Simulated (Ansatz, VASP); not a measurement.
## One calculation of BN, two programs

```xyz
4
Lattice="2.5440 0.0000 0.0000 -1.2720 2.2031 0.0000 0.0000 0.0000 4.2078" Properties=species:S:1:pos:R:3 pbc="T T T"
B     0.0000    1.4688    0.0009
B     1.2720    0.7344    2.1048
N     0.0000    1.4688    1.5771
N     1.2720    0.7344    3.6810
```

Alike in both runs: task single point; functional PBE; k mesh 2 × 2 × 2; no spin polarisation.

|  | VASP | Ansatz |
| --- | --- | --- |
| version | VASP 6.6.1 | Ansatz 0.2.0 |
| potentials or method | VASP PAW PBE potentials, release 64 (B, N) | plane waves |
| plane-wave cutoff (eV) | 520 | 420 |
| occupations | gaussian, width 0.01 eV | fixed |
| valence electrons in the cell | 16 | 16 |

|  | VASP | Ansatz | Ansatz less VASP |
| --- | --- | --- | --- |
| gap on the k mesh at the Fermi level (eV) | 6.42 | 6.43 | +0.009 |
| pressure (GPa) | 14.6 | 14.2 | -0.46 |
| largest component of the traceless stress (GPa) | 18.77 | 18.59 | -0.182 |
| rms of the force components (eV/Å) | 0.342 | 0.343 | +0.0010 |

Atom by atom the forces differ by 0.001 eV/Å (rms over components).

Caveats: the k mesh is coarse (spacing up to 1.43 Å⁻¹), so the values aren't converged. A k mesh can miss the band edges.
